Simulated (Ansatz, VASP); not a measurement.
**H in VASP and in Ansatz**

```xyz
4
Lattice="3.6356 0.0000 0.0000 0.0000 3.6356 0.0000 0.0000 0.0000 4.7006" Properties=species:S:1:pos:R:3 pbc="T T T"
H     0.0000    0.0000    4.3253
H     0.0000    0.0000    0.3753
H     1.8178    1.8178    1.9750
H     1.8178    1.8178    2.7257
```

Change from the starting cell: biaxial strain in the a-b plane, c and atoms relaxed: -2.0 %.

Alike in both runs: functional PBE; k mesh 6 × 6 × 6; occupations gaussian, width 0.02 eV; no spin polarisation.

Ansatz relaxed the structure, and its values are those at the end. VASP's run is a single point on that final structure, the one shown.

```csv
,VASP,Ansatz
version,VASP 6.6.1,Ansatz 0.2.0
potentials or method,"VASP PAW PBE potentials, release 64 (H)","scalar-relativistic, plane waves, PAW"
plane-wave cutoff (eV),520,420
valence electrons in the cell,4,4
```

VASP gave:

```
gap on the k mesh at the Fermi level (eV) : 9.32
least direct gap on the mesh (eV)         : 9.78
pressure (GPa)                            : -0.1
rms of the force components (eV/Å)        : 0.006
```

Q: Estimate Ansatz's values.

A: gap on the k mesh at the Fermi level (eV): 9.32; least direct gap on the mesh (eV): 9.77; pressure (GPa): 0.0; rms of the force components (eV/Å): 0.000.

A k mesh can miss the band edges.
